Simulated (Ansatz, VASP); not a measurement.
# Two plane-wave programs on Au

```xyz
3
Lattice="2.9402 0.0000 0.0000 0.0000 2.9402 0.0000 0.0000 0.0000 19.1581" Properties=species:S:1:pos:R:3 pbc="T T T"
Au    1.4701    1.4701    7.5312
Au    0.0000    0.0000    9.5791
Au    1.4701    1.4701   11.6269
```

Alike in both runs: functional PBE; k mesh 12 × 12 × 1; occupations gaussian, width 0.1 eV; no spin polarisation.

Ansatz relaxed the structure, and its values are those at the end. VASP's run is a single point on that final structure, the one shown.

```csv
,VASP,Ansatz
version,VASP 6.6.1,Ansatz 0.2.0
potentials or method,"VASP PAW PBE potentials, release 64 (Au)","scalar-relativistic, plane waves, PAW"
plane-wave cutoff (eV),520,420
valence electrons in the cell,33,57
```

Ansatz gave:

| Item | Value |
| --- | --- |
| gap on the k mesh at the Fermi level (eV) | none |
| rms of the force components (eV/Å) | 0.001 |
| work function, face that differs most (eV) | 5.15 |

Question: What did VASP give for the same quantities?

Answer: gap on the k mesh at the Fermi level (eV): none; rms of the force components (eV/Å): 0.005; work function, face that differs most (eV): 5.14.

A gap of «none» marks a metal or a gap that the smearing closes. The two sets of potentials don't hold the same shells in valence. Ansatz warned: «xc_potential_rough_in_thin_density».

The runs have no spin-orbit coupling, so splittings on Au are missing.
